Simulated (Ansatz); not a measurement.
# Zr2O: the cost of one run

Computed with Ansatz 0.2.0 (DFT PBE, scalar-relativistic, plane waves, PAW, unless a step's input says otherwise).

## 1. Starting point

Symmetry: P4_2/nmc, No. 137, tetragonal system. The conventional cell has a = 4.103 Å, b = 4.103 Å, c = 5.907 Å, α = 90.00°, β = 90.00°, γ = 90.00°. Zr (site symmetry 2mm) has 4 O at 2.38 to 2.70 Å as nearest neighbours. Around O (site symmetry -4m2) lie 8 Zr at 2.38 to 2.70 Å.

As a file:

```cif
data_structure
_symmetry_space_group_name_H-M 'P4_2/nmc:1'
_symmetry_Int_Tables_number 137
_cell_length_a 4.1035
_cell_length_b 4.1035
_cell_length_c 5.9074
_cell_angle_alpha 90.000
_cell_angle_beta 90.000
_cell_angle_gamma 90.000
_cell_volume 99.47
loop_
_atom_site_label
_atom_site_type_symbol
_atom_site_symmetry_multiplicity
_atom_site_Wyckoff_symbol
_atom_site_fract_x
_atom_site_fract_y
_atom_site_fract_z
_atom_site_occupancy
Zr1 Zr 4 d 0.00000 0.50000 0.20300 1
O1 O 2 a 0.00000 0.00000 0.00000 1
```

This is candidate A: anti-tetragonal zirconia type (P4_2/nmc, No. 137).

(A quick probe on a coarse mesh, which set the mesh and smearing, is not shown.)

## 3. Rough relaxation on the coarse mesh (candidate A)

input.yaml reads:

```yaml
crystal:
  lattice:
    - [4.1034677681, 0.0, 0.0]
    - [0.0, 4.1034677681, 0.0]
    - [0.0, 0.0, 5.9074143198]
  atoms:
    - { symbol: Zr, position: [0.0, 0.5, 0.203] }
    - { symbol: Zr, position: [0.0, 0.5, 0.703] }
    - { symbol: Zr, position: [0.5, 0.0, 0.297] }
    - { symbol: Zr, position: [0.5, 0.0, 0.797] }
    - { symbol: O, position: [0.0, 0.0, 0.0] }
    - { symbol: O, position: [0.5, 0.5, 0.5] }
basis:
  ecutwfc: 420
kpoints:
  mp_grid: { grid: [4, 4, 4] }
hamiltonian:
  xc: pbe
scf:
  occupations: { method: gaussian, width: 0.1 }
  lower_state_search: "off"
output:
  forces: true
  stress: true
  eigenvalues: true
relax:
  adjacent_minimum: "off"
  f_tol: 0.04
  max_steps: 70
  cell: { stress_tol: 0.4 }
```

Run with:

```bash
ansatz run input.yaml --threads 1 --pin off --max-ram 2560MiB --backend cpu --events-out ev --progress --plain --runs-dir out
```

What time and memory should one allow on 1 thread of Intel Xeon Platinum 8488C (Sapphire Rapids), shared host?

About 2.7 min, with a peak of 0.43 GiB.
